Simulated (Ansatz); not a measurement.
# A sublattice moved along a line in ZnAu

Method: Ansatz 0.2.0, DFT PBEsol, scalar-relativistic, plane waves, PAW. Settings: plane waves to 420 eV, k-mesh 16×16×16 (Γ-centred), Gaussian smearing 0.15 eV. Spin–orbit coupling is left out, which can shift energies with elements as heavy as these. No spin polarisation. Energies are free energies at this smearing, counted from the undisturbed cell; pressure is positive in compression.

Zero of the scan (as given, not relaxed at this level; it stands at -2.5 GPa, and it needn't be the usual structure):

```
Zn Au
1.0
     3.14700    0.00000    0.00000
     0.00000    3.14700    0.00000
     0.00000    0.00000    3.14700
Zn Au
1 1
Direct
  0.50000 0.50000 0.50000
  0.00000 0.00000 0.00000
```

Every Au atom is moved by x along the Cartesian unit vector (-0.577, -0.577, -0.577); the cell and all other atoms stay fixed. The cell is metallic on the mesh throughout.

Question: Over the sampled range (-0.1000 to 0.0875), is the undisturbed cell the lowest point?

Answer: Yes, every other sampled point lies higher (or within rounding).

The scan:

| x (Å) | ΔE (meV/cell) |
| --- | --- |
| -0.1000 | 17.0 |
| -0.0500 | 4.2 |
| 0.0000 | 0.0 |
| 0.0125 | 0.3 |
| 0.0250 | 1.0 |
| 0.0375 | 2.3 |
| 0.0625 | 6.6 |
| 0.0750 | 9.5 |
| 0.0875 | 12.9 |